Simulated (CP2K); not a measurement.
## Hf under changes of volume

One of the cells (21.939 Å³/atom); the others are scaled copies at fixed shape and fractional positions:

```xyz
3
Lattice="4.9623 0.0000 0.0000 -2.4812 4.2975 0.0000 0.0000 0.0000 3.0862" Properties=species:S:1:pos:R:3 pbc="T T T"
Hf    0.0000    0.0000    0.0000
Hf    0.0000    2.8650    1.5431
Hf    2.4812    1.4325    1.5431
```

This isn't the form of Hf at room conditions, which is hcp.

```yaml
Program: CP2K 2026.2
Functional: PBEsol
Potentials_or_basis: POTENTIAL_UZH Hf GTH-PBE-q12; TZVP-MOLOPT-PBE-GTH basis
Density_cutoff: 6123 eV
k_mesh: 6 × 6 × 9
Occupations: fermi-dirac, width 0.05 eV
Spin: no spin polarisation
```

| volume (Å³/atom) | energy over the lowest point (meV/atom) | pressure (GPa) |
| --- | --- | --- |
| 20.622 | ? | ? |
| 21.061 | 4.98 | 3.1 |
| 21.500 | 0.00 | 0.6 |
| 21.939 | 1.42 | -1.6 |
| 22.377 | 8.67 | -3.7 |
| 22.816 | 21.70 | -5.5 |
| 23.255 | 39.02 | -7.3 |

Problem. What does the run at 20.622 Å³/atom give?

Solution. Energy over the lowest point 16.89 meV/atom; pressure 5.7 GPa.

Worked out: A Birch-Murnaghan fit of order 3 (a polynomial in V^(-2/3)) to the other rows has its minimum at 21.61 Å³/atom with B0 = V·E''(V) = 115 GPa and B' = 4.2 at fixed shape and positions, which overstates the stiffness. It gives 17.39 meV/atom at 20.622 Å³/atom, against the run's 16.89, and -dE/dV = 6.0 GPa, against 5.7.

Energies are extrapolated to zero smearing.

Caveats: the potentials were made for another functional, which shifts forces and pressure; the basis of atomic orbitals isn't converged, which shifts pressures, moduli and gaps.
